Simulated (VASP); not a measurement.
# CaF in VASP: reference runs

Aim: a first look at CaF with PBE, on the cell as given.

All numbers are computed with VASP 6.6.1; they aren't measurements. Logs are shortened: lines on timing, memory, paths and dates and some standing lists are left out, and cuts for length are marked.

## (1) The structure

The cell holds a sheet with vacuum, 2 atoms: a = 3.725 Å, b = 3.725 Å, c = 25.528 Å, α = 90.00°, β = 90.00°, γ = 120.00°.

The cell was built by a generator and needn't be a form met in nature.

## (2) Single point, PBE

INCAR reads:

```
SYSTEM = CaF
  PREC = Accurate
  ENCUT = 520
  EDIFF = 1E-7
  ISMEAR = -1
  SIGMA = 0.05
  LREAL = .False.
  LASPH = .True.
  NELM = 100
  ALGO = Normal
  ISIF = 2
  LWAVE = .False.
  LCHARG = .False.
  LDIPOL = .True.
  IDIPOL = 3
  DIPOL = 0.5 0.5 0.294
  GGA = PE
  NBANDS = 16
```

KPOINTS reads:

```
regular mesh
0
Gamma
  8 8 1
  0 0 0
```

POSCAR reads:

```
CaF
1.0
    3.7249700000      0.0000000000      0.0000000000
   -1.8624800000      3.2259200000      0.0000000000
    0.0000000000      0.0000000000     25.5276600000
Ca F
1 1
Direct
    0.6666700000      0.3333300000      0.3107600000
    0.0000000000      0.0000000000      0.2768400000
```

Potentials or basis: VASP PAW PBE potentials, release 64 (Ca_sv, F).

Started as:

```sh
> cat potpaw_PBE.64/Ca_sv/POTCAR potpaw_PBE.64/F/POTCAR > POTCAR
> mpirun -np 1 vasp_std > vasp.out
```

OUTCAR:

```text
SYSTEM = CaF
   PREC = Accurate
   ENCUT = 520
   EDIFF = 1E-7
   ISMEAR = -1
   LREAL = .False.
   LASPH = .True.
   NELM = 100
   ISIF = 2
   GGA = PE

 ion  position               nearest neighbor table
   1  0.667  0.333  0.311-   2 2.32   2 2.32   2 2.32
   2  0.000  0.000  0.277-   1 2.32   1 2.32   1 2.32

  LATTYP: Found a hexagonal cell.
 ALAT       =     3.7249700000
 C/A-ratio  =     6.8531182801

  Lattice vectors:

 A1 = (   3.7249700000,   0.0000000000,   0.0000000000)
 A2 = (  -1.8624800000,   3.2259200000,   0.0000000000)
 A3 = (   0.0000000000,   0.0000000000,  25.5276600000)

Analysis of symmetry for initial positions (statically):
=====================================================================
 Subroutine PRICEL returns:
 Original cell was already a primitive cell.

 Routine SETGRP: Setting up the symmetry group for a
 hexagonal supercell.

 Subroutine GETGRP returns: Found  2 space group operations
 (whereof  2 operations were pure point group operations)
 out of a pool of 24 trial point group operations.

The static configuration has the point symmetry C_1h.

Analysis of symmetry for dynamics (positions and initial velocities):
=====================================================================
 Subroutine PRICEL returns:
 Original cell was already a primitive cell.

 Routine SETGRP: Setting up the symmetry group for a
 hexagonal supercell.

 Subroutine GETGRP returns: Found  2 space group operations
 (whereof  2 operations were pure point group operations)
 out of a pool of 24 trial point group operations.

The dynamic configuration has the point symmetry C_1h.

 Subroutine INISYM returns: Found  2 space group operations
 (whereof  2 operations are pure point group operations),
 and found     1 'primitive' translations

----------------------------------------------------------------------------------------

                                     Primitive cell

  volume of cell :     306.7520

  direct lattice vectors                    reciprocal lattice vectors
     3.724970000  0.000000000  0.000000000     0.268458538  0.154994128  0.000000000
    -1.862480000  3.225920000  0.000000000     0.000000000  0.309989088  0.000000000
     0.000000000  0.000000000 25.527660000     0.000000000  0.000000000  0.039173195

  length of vectors
     3.724970000  3.724968671 25.527660000     0.309988978  0.309989088  0.039173195
[... 81 lines left out ...]
   IBRION =     -1    ionic relax: 0-MD 1-quasi-New 2-CG
   NFREE  =      0    steps in history (QN), initial steepest desc. (CG)
   ISIF   =      2    stress and relaxation
   ISYM   =      2    0-nonsym 1-usesym 2-fastsym
   POTIM  = 0.5000    time-step for ionic-motion
   TEBEG  =    0.0;   TEEND  =   0.0 temperature during run
   PSTRESS=    0.0 pullay stress
   NELECT =      17.0000    total number of electrons
   NUPDOWN=      -1.0000    fix difference up-down
   EMIN   =  10.00;   EMAX   =-10.00  energy-range for DOS
   EFERMI =   0.00;   METHOD = LEGACY
   ISMEAR =    -1;   SIGMA  =   0.05  broadening in eV -4-tet -1-fermi 0-gaus
   EFERMI_NEDOS =   21; number of points for ismear=-14 and -15
   IALGO  =     38    algorithm
   IMIX   =      4    mixing-type and parameters
     AMIX     =   0.40;   BMIX     =  1.00
     AMIX_MAG =   1.60;   BMIX_MAG =  1.00
  volume/ion in A,a.u.               =     153.38      1035.03
  Fermi-wavevector in a.u.,A,eV,Ry     =   0.624159  1.179490  5.300485  0.389575
  Thomas-Fermi vector in A             =   1.684619
   LORBIT       =      0    0 simple, 1 ext, 2 COOP (PROOUT), +10 PAW based schemes
   GGA     = PE    functional components
   LHFCALC =     F    Hartree Fock is set to
   AEXX    =    0.0000 exact exchange contribution
   IVDW    =     0    specifies the selected vdW correction
   LEPSILON=     F    determine dielectric tensor
   LRPA    =     F    only Hartree local field effects (RPA)
 non-spin polarized calculation
  energy-cutoff  :      520.00
  volume of cell :      306.75
 maximum number of plane-waves:      8291
   NGX = 13   NGY = 13   NGZ = 95

 dipolmoment           0.000000      0.000000     -0.012935 electrons x Angstroem

 number of electron      17.0000005 magnetization

 dipolmoment           0.000000      0.000000      0.101043 electrons x Angstroem

 Free energy of the ion-electron system (eV)
  ---------------------------------------------------
  ext. energy  EPLUGINS =         0.00000000
  ---------------------------------------------------
  free energy    TOTEN  =        -8.63839961 eV

  energy without entropy =       -8.62996732  energy(sigma->0) =       -8.63418346

 E-fermi :  -2.0410     XC(G=0):  -1.7748

 val. band max:       -2.2111879992   @ k =   0.2500   0.1250   0.0000
 cond. band min:      -1.9768213924   @ k =  -0.3750   0.3750   0.0000
 fundamental gap:      0.2343666067
 Fermi energy:        -2.0410073266

 k-point     1 :       0.0000    0.0000    0.0000
  band No.  band energies     occupation
      1     -44.9486      2.00000
      2     -27.9059      2.00000
      3     -25.8412      2.00000
      4     -25.8412      2.00000
      5     -25.7829      2.00000
      6      -9.4981      2.00000
[... 376 lines left out ...]
      3     -25.9708      2.00000
      4     -25.9520      2.00000
      5     -25.4419      2.00000
      6      -9.5914      2.00000
[... 8 lines left out ...]
     15       3.0123      0.00000
     16       3.4622      0.00000

------------------------ aborting loop because EDIFF is reached ----------------------------------------

 vacuum level on the upper side and lower side of the slab       (xc-potential included)         0.738        -0.806

  FORCE on cell =-STRESS in cart. coord.  units (eV):
  Direction    XX          YY          ZZ          XY          YZ          ZX
  --------------------------------------------------------------------------------------
  -------------------------------------------------------------------------------------
  Total        0.0456505      0.0455796     -0.0196429     -0.0000614      0.0000156     -0.0000270
  in kB        0.2384342      0.2380638     -0.1025956     -0.0003205      0.0000816     -0.0001412
  external PRESSURE =       0.1246341 kB  Pullay stress =       0.0000000 kB

 VOLUME and BASIS-vectors are now :
 -----------------------------------------------------------------------------
  energy-cutoff  :      520.00
  volume of cell :      306.75
      direct lattice vectors                 reciprocal lattice vectors
     3.724970000  0.000000000  0.000000000     0.268458538  0.154994128  0.000000000
    -1.862480000  3.225920000  0.000000000     0.000000000  0.309989088  0.000000000
     0.000000000  0.000000000 25.527660000     0.000000000  0.000000000  0.039173195

 POSITION                                       TOTAL-FORCE (eV/Angst)
 -----------------------------------------------------------------------------------
      1.86251      1.07530      7.93298        -0.000030      0.000017      0.031033
      0.00000      0.00000      7.06708         0.000030     -0.000017     -0.031033
 -----------------------------------------------------------------------------------
    total drift:                                0.000009      0.000024      0.001664

  FREE ENERGIE OF THE ION-ELECTRON SYSTEM (eV)
  ---------------------------------------------------
  free  energy   TOTEN  =        -8.6383996090 eV

  energy  without entropy=       -8.6299673207  energy(sigma->0) =       -8.63418346

 vacuum level on the upper side and lower side of the slab         1.735         0.205
```

stdout:

```text
POSCAR found type information on POSCAR CaF
 POSCAR found :  2 types and       2 ions
 scaLAPACK will be used
 LDA part: xc-table for (Slater+PW92), standard interpolation
 POSCAR, INCAR and KPOINTS ok, starting setup
 FFT: planning ... GRIDC
 FFT: planning ... GRID_SOFT
 FFT: planning ... GRID
 WAVECAR not read
 entering main loop
```

Run time: 2 min. Hardware: 1 thread of Intel Xeon Platinum 8559C (Emerald Rapids), shared host; peak memory 0.42 GiB.

Results:

```
Free energy            : -8.6384 eV
Largest force          : 0.031 eV/Å
Band gap on the k mesh : none (metal or under the smearing width)
```

Forces on the atoms (eV/Å):
```
Ca   0.000  0.000  0.031
F    0.000  0.000 -0.031
```

Levels at points of the mesh, in eV from the Fermi level:
```tsv
k point	band 4	band 5	band 6	band 7	band 8	band 9	band 10	band 11	band 12	band 13
(0.00, 0.00, 0.00)	-23.80	-23.74	-7.46	-7.46	-7.32	-1.59	1.01	1.63	2.43	2.43
(0.50, 0.00, 0.00)	-23.85	-23.47	-7.68	-7.33	-7.05	0.36	1.09	1.93	2.90	3.33
(0.50, 0.50, 0.00)	-23.85	-23.47	-7.68	-7.33	-7.05	0.36	1.09	1.93	2.90	3.33
```

Caveat: an odd number of electrons without spin polarisation forces a metal; a magnetic or distorted state may lie lower.
